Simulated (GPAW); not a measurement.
A run of GPAW 26.7.0:

Contents of run.py:

```python
from ase.calculators.mixing import SumCalculator
from ase.eos import EquationOfState
from ase.io import Trajectory, read
from ase.units import GPa
from dftd4.ase import DFTD4
from gpaw import GPAW, PW

atoms = read('TiC.xyz')

traj = Trajectory('eos.traj', 'w')
volumes, energies = [], []
for x in [0.94, 0.96, 0.98, 1.0, 1.02, 1.04, 1.06]:
    a = atoms.copy()
    a.set_cell(atoms.cell * x**(1 / 3), scale_atoms=True)
    calc = GPAW(mode=PW(800),
                xc='MGGA_X_R2SCAN+MGGA_C_R2SCAN',
                kpts={'size': (9, 9, 9), 'gamma': True},
                occupations={'name': 'fermi-dirac', 'width': 0.05},
                nbands=18,
                convergence={'density': 1e-05, 'energy': 1e-05},
                maxiter=150,
                txt=f'eos-{x:.2f}.txt')
    a.calc = SumCalculator([calc, DFTD4(method='r2scan')])
    energies.append(a.get_potential_energy())
    volumes.append(a.get_volume())
    p = -a.get_stress()[:3].mean() / GPa
    calc.write(f'eos-{x:.2f}.gpw')
    traj.write(a)
    print(f'{x:.2f} {volumes[-1]:10.4f} A^3 {energies[-1]:14.6f} eV {p:9.3f} GPa', flush=True)

v0, e0, B = EquationOfState(volumes, energies, eos='birchmurnaghan').fit()
print(f'V0 = {v0:.4f} A^3, E0 = {e0:.6f} eV, B0 = {B / GPa:.2f} GPa')
```

TiC.xyz

```xyz
2
Lattice="0.0000000000 2.1657188437 2.1657188437 2.1657188437 0.0000000000 2.1657188437 2.1657188437 2.1657188437 0.0000000000" Properties=species:S:1:pos:R:3 pbc="T T T"
Ti     0.0000000000      0.0000000000      0.0000000000
C      2.1657188437      2.1657188437      2.1657188437
```

Potentials or basis: GPAW PAW data sets (gpaw-data 1.2.1), pw.

The run is started by

```bash
$ OMP_NUM_THREADS=1 python run.py
```

Hardware: 1 thread of Arm Neoverse V1 (shared host).

Q: Estimate the wall time of this run.

A: Run time: 5.5 min on 1 thread of Arm Neoverse V1, with other jobs on the host, peak memory 0.66 GiB. Counts: scf iterations 77, plane waves 1002, bands 18, k points 35.
